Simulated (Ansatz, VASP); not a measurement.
**Al: VASP beside Ansatz**

```
CELL_PARAMETERS angstrom
0.00000 2.04074 2.04074
2.04074 0.00000 2.04074
2.04074 2.04074 0.00000
ATOMIC_POSITIONS crystal
Al 0.00000 0.00000 0.00000
```

Alike in both runs: task single point; functional PBE; k mesh 18 × 18 × 18; occupations gaussian, width 0.1 eV; no spin polarisation.

|  | VASP | Ansatz |
| --- | --- | --- |
| version | VASP 6.6.1 | Ansatz 0.2.0 |
| potentials or method | VASP PAW PBE potentials, release 64 (Al) | scalar-relativistic, plane waves, PAW |
| plane-wave cutoff (eV) | 520 | 420 |
| valence electrons in the cell | 3 | 3 |

Ansatz gave:

```
gap on the k mesh at the Fermi level (eV) : none
pressure (GPa)                            : -2.1
```

Q: What did VASP give for the same quantities?

A: gap on the k mesh at the Fermi level (eV): none; pressure (GPa): -2.2.

A gap of «none» marks a metal or a gap that the smearing closes. With one functional, cell and mesh, what is left measures potentials, basis and numerics.
